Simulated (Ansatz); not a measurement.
**Structure types of Pt at zero pressure**

Structure types of Pt are relaxed in primitive cells with their symmetry kept at 0 GPa, first on PAW files, then by LAPW. The enthalpy is E + pV at zero temperature, without zero-point motion. Only the types listed were tried, and differences under about 5 meV/atom are mesh noise.

Computed with Ansatz 0.2.0; functional PBE, scalar-relativistic. Settings: Fermi–Dirac smearing of 0.05 eV, no spin polarisation. Methods: LAPW: all electrons, basis error target 0.5 meV/atom; PAW: frozen-core files, cutoff 420 eV.

k meshes: fcc 18×18×18, bcc 18×18×18, hcp 17×17×9.

Spin–orbit coupling is left out, which matters for the heavy atoms.

Task: Order the types by LAPW enthalpy, lowest first.
A. bcc
B. fcc
C. hcp

Result: B (0 meV/atom), C (52 meV/atom), A (88 meV/atom).

| start type | ends as | a, b, c (Å) | V (Å³/atom) | H − H(lowest), LAPW (meV/atom) | same, PAW |
| --- | --- | --- | --- | --- | --- |
| fcc | fcc, Fm-3m | 3.970, 3.970, 3.970 | 15.65 | 0.0 | 0.0 |
| bcc | bcc, Im-3m | 3.163, 3.163, 3.163 | 15.82 | 88.2 | 87.9 |
| hcp | hcp, P6_3/mmc | 2.761, 2.761, 4.772 | 15.75 | 52.4 | 52.5 |
